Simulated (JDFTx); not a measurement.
Crystal: AgCl (Chlorargyrite).

```
Ag Cl
1.0
     0.00000    2.73500    2.73500
     2.73500    0.00000    2.73500
     2.73500    2.73500    0.00000
Ag Cl
1 1
Direct
  0.00000 0.00000 0.00000
  0.50000 0.50000 0.50000
```

Program: JDFTx 1.7.0 (patched build). Alike in all runs: task single point; no spin polarisation; cell as given.

Task: Order these runs on this cell by their band gap on the k mesh, lowest first.
A. level PBEsol; potentials or basis PseudoDojo-SR-PBEsol-0.4.1-standard; k mesh 8 × 8 × 8; cutoff (eV) 1116; smearing fermi-dirac 0.05 eV
B. level TASK; potentials or basis SG15-PBE-1.2; k mesh 5 × 5 × 5; cutoff (eV) 1088; smearing fermi-dirac 0.05 eV
C. level PBE; potentials or basis PseudoDojo-SR-PBE-0.5-standard; k mesh 8 × 8 × 8; cutoff (eV) 1116; smearing fermi-dirac 0.05 eV
D. level GLLB-SC; potentials or basis PseudoDojo-SR-PBE-0.5-standard; k mesh 8 × 8 × 8; cutoff (eV) 1116; smearing fixed; SCF threshold on the residual 1e-05
E. level SCAN; potentials or basis SG15-PBE-1.2; k mesh 5 × 5 × 5; cutoff (eV) 1088; smearing fermi-dirac 0.05 eV

Result: A (0.73 eV), C (0.91 eV), E (1.51 eV), D (1.86 eV), B (2.43 eV).

Caveats: an odd mesh through Γ misses points on the zone boundary, where band edges often lie (some runs); the gap lacks the derivative discontinuity (some runs); a model potential gives levels but no total energy (some runs).

Not every run made on this cell is shown here.
